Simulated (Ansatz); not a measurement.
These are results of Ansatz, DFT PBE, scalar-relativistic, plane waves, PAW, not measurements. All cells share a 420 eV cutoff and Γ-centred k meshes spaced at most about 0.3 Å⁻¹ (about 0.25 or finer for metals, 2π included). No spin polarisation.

These are static total energies at zero pressure. All are two-dimensional sheets, periodic along a and b, with vacuum along c.

Problem. Order these relaxed structures of Ba by energy, lowest first, with the energy over the lowest of them.
A.

```cif
data_structure
_symmetry_space_group_name_H-M 'P 1'
_symmetry_Int_Tables_number 1
_cell_length_a 10.5989
_cell_length_b 10.5989
_cell_length_c 23.8000
_cell_angle_alpha 90.000
_cell_angle_beta 90.000
_cell_angle_gamma 90.000
_cell_volume 2673.59
loop_
_atom_site_label
_atom_site_type_symbol
_atom_site_fract_x
_atom_site_fract_y
_atom_site_fract_z
_atom_site_occupancy
Ba1 Ba 0.28106 0.00000 0.29412 1
Ba2 Ba 0.71894 0.00000 0.29412 1
Ba3 Ba 0.00000 0.71894 0.29412 1
Ba4 Ba 0.00000 0.28106 0.29412 1
```

B.

```cif
data_structure
_symmetry_space_group_name_H-M 'P 1'
_symmetry_Int_Tables_number 1
_cell_length_a 7.7575
_cell_length_b 7.7575
_cell_length_c 23.8000
_cell_angle_alpha 90.000
_cell_angle_beta 90.000
_cell_angle_gamma 120.000
_cell_volume 1240.38
loop_
_atom_site_label
_atom_site_type_symbol
_atom_site_fract_x
_atom_site_fract_y
_atom_site_fract_z
_atom_site_occupancy
Ba1 Ba 0.33333 0.66667 0.29412 1
Ba2 Ba 0.66667 0.33333 0.29412 1
```

C.

```cif
data_structure
_symmetry_space_group_name_H-M 'P 1'
_symmetry_Int_Tables_number 1
_cell_length_a 4.2040
_cell_length_b 4.2090
_cell_length_c 23.8000
_cell_angle_alpha 90.000
_cell_angle_beta 90.000
_cell_angle_gamma 90.000
_cell_volume 421.13
loop_
_atom_site_label
_atom_site_type_symbol
_atom_site_fract_x
_atom_site_fract_y
_atom_site_fract_z
_atom_site_occupancy
Ba1 Ba 0.00000 0.00000 0.29412 1
```

Solution. C (0 meV/atom), A (369 meV/atom), B (402 meV/atom). Counting all near atoms (those within 1.25 times the shortest distance at each site; a plus sign parts nearer from farther groups): C has Ba 4; A has Ba 2+1; B has Ba 3. All come from invented guesses.

Cells relaxed within their symmetry can be saddle points. Some structure types and database cells were kept out of the candidates from the start, so a known form may be missing.
